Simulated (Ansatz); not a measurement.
BeSe single point

The input, for Ansatz 0.2.0 (plane waves, PAW):

```yaml
crystal:
  lattice:
    - [0.0, 2.527012, 2.527012]
    - [2.527012, 0.0, 2.527012]
    - [2.527012, 2.527012, 0.0]
  atoms:
    - { symbol: Be, position: [0.0, 0.0, 0.0] }
    - { symbol: Se, position: [0.25, 0.25, 0.25] }
  symmetry: { tolerance: 0.0003 }
kpoints:
  mp_grid: { grid: [9, 9, 9], shift: [0, 0, 0] }
  band_path:
    path:
      - [-0.375, 0.0, 0.375]
      - [0.0, 0.0, 0.0]
      - [0.0, 0.0, 0.5]
      - [-0.5, -0.25, 0.25]
      - [-0.5, -0.5, 0.0]
    npoints: 13
magnetization:
  spin_polarized: false
scf:
  occupations: { method: fermi_dirac }
  lower_state_search: "off"
  max_iter: 200
hamiltonian:
  pseudopotentials: { kind: paw }
  xc: pbe
basis:
  ecutwfc: 420
  fft_grid_basis: typed
output:
  forces: true
  stress: true
  eigenvalues: true
  bader: true
  populations: true
  elf: true
  write_potential: true
  volumetric_format: npy
  dos:
    e_range: [-12, 8]
    de: 0.05
    projected: { site_lists: { Be: [Be], Se: [Se] } }
checkpoint:
  read: saved_state
```

The saved state is an earlier solution for the same cell, perhaps on another mesh. 

Parts of the output:

```
Pseudopotentials: kind: paw
Pseudopotential: Be, paw, valence charge 2, recommended cutoff 420 eV (normal), Be.paw.azcp
Pseudopotential: Se, paw, valence charge 16, recommended cutoff 420 eV (normal), Se.paw.azcp
Functional definition: PBE
  exchange = pbe_x(kappa = kappa, mu = beta*pi^2/3)
  correlation = pbe_c(beta = beta)
Crystal: 2 atoms, lattice volume = 32.274 Å³
Basis set: ecut = 420 eV, 609 PW (Γ), exchange–correlation on 48×48×48 points (8 copies of the dense FFT grid, shifted against one another)
Bands: 13, of which v1, the nominal top of the filled ones, is band 9 counted from 1 (8 counted from 0)
Symmetry: 24 space group operations
Space group: F-43m (ITA 216), of the structure as read, at distance tolerance 9.6e-4 Å
k-points: 35 of 729 (time reversal used)
Initial density: read from a saved state, or passed on in memory by an earlier SCF of this step, an earlier step, the calling program or the single point that the run made first
Functional: x = pbe(κ = 0.804, μ = 0.2195), c = pbe(β = 0.0667)
Free energy (F): -5563.3927 eV
Harris-Foulkes:  -5563.3927 eV  (|F-HF|=5.89e-8)
Internal energy: -5563.3927 eV  (E = F + TS)
E sigma→0 (E₀):  -5563.3927 eV
Entropy (-TS):    0.0000 eV (-0.000 meV/atom)
Fermi energy:    8.9920 eV
--- Per-component energies (eV) ---
  E_band       = -373.0219
  E_kinetic    = 140.9585
  E_local      = -2471.3804  (includes V_loc(G=0)·N_el)
  E_nonlocal   = -591.9323
  E_hartree    = 1225.3213
  E_xc         = -124.8327
  E_vxc        = -120.1713  (∫ρ·V_xc dr)
  E_paw        = -1970.2302  (= ΣΔE_a)
  E_vpaw       = 218.8646  (= ΣTr[D̂ρ^β])
  E_aug_tail   = -0.0006  (compensation charges beyond the density's cutoff)
  E_ewald      = -1771.2962
  E_smearing   =  0.0000  (= −TS)
--- Stress (GPa, compression-positive) ---
        6.2779       0.0000       0.0000
        0.0000       6.2779       0.0000
        0.0000       0.0000       6.2779
  P = ⅓ Tr σ = 6.2779 GPa (62.779 kbar)
--- Löwdin populations: 2 sites ---
  site symbol       q [e]
     0     Be      0.6001
     1     Se     17.0645
  spilling = 0.0186 (of n_electrons = 18.0000)
```

Origin: a database entry at a rescaled volume.
